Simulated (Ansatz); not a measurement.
Crystal: Cu.

```
Cu
1.0
    -1.44279    1.44279    1.37608
     1.44279   -1.44279    1.37608
     1.44279    1.44279   -1.37608
Cu
1
Direct
  0.00000 0.00000 0.00000
```

This isn't the form of Cu at room conditions, which is fcc.

| Quantity | Value |
| --- | --- |
| Program | Ansatz 0.2.0 |
| Task | relaxation of cell and atoms |
| Functional | PBE |
| Potentials or basis | Ansatz PAW |
| Cutoff | 420 eV (not typed: the program's choice for these potentials) |
| k mesh | 13 × 13 × 13 |
| Occupations | fermi-dirac, width 0.05 eV |
| Spin | no spin polarisation |

At the start: volume 11.46 Å³/atom.

How do energy, volume and symmetry change on relaxing?

It ends after 8 steps and the volume is 12.02 Å³/atom (+4.9 %); space group I4/mmm (No. 139, to 0.05 Å).

The path:
```csv
step,energy change (eV),largest force (eV/Å),volume (Å³)
1,0.0000,0.0000,11.46
2,-0.0086,0.0000,11.72
3,-0.0117,0.0000,11.99
4,-0.0117,0.0000,12.02
5,-0.0118,0.0000,12.03
6,-0.0118,0.0000,12.04
7,-0.0118,0.0000,12.02
8,-0.0122,0.0000,12.02
```

Final structure:
```
Cu
1.0
    -1.47357    1.47357    1.38424
     1.47357   -1.47357    1.38424
     1.47357    1.47357   -1.38424
Cu
1
Direct
  0.00000 0.00000 0.00000
```

Caveat: the plane-wave basis is chosen anew once the cell has moved, so the energies of steps on either side of that aren't comparable.
